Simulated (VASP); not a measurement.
A run of VASP 6.6.1:

The input INCAR:

```
SYSTEM = Al
PREC = Accurate
ENCUT = 520
EDIFF = 1E-7
ISMEAR = 0
SIGMA = 0.1
LREAL = .FALSE.
LASPH = .TRUE.
NELM = 80
ALGO = Fast
ISIF = 3
LWAVE = .FALSE.
LCHARG = .FALSE.
GGA = PE
IBRION = 2
NSW = 80
EDIFFG = -0.002
```

Contents of KPOINTS:

```
regular mesh
0
G
  4 4 4
  0 0 0
```

File POSCAR:

```
Al
1.0
    0.0000000000      2.0248050000      2.0248050000
    2.0248050000      0.0000000000      2.0248050000
    2.0248050000      2.0248050000      0.0000000000
Al
1
Direct
    0.0000000000      0.0000000000      0.0000000000
```

Potentials or basis: VASP PAW PBE potentials, release 64 (Al).

The run is started by

```console
$ cat potpaw_PBE.64/Al/POTCAR > POTCAR
$ mpirun -np 1 vasp_std > vasp.out
```

Hardware: 1 thread of Intel(R) Xeon(R) Platinum 8375C CPU @ 2.90GHz (Ice Lake), with other jobs on the host.

Task: Estimate the wall time of this run.

Result: It took 4 s on 1 thread of Intel(R) Xeon(R) Platinum 8375C CPU @ 2.90GHz (Ice Lake), with other jobs on the host, peak memory 0.12 GiB. Counts: scf iterations 18, k points 8, ion steps 3.
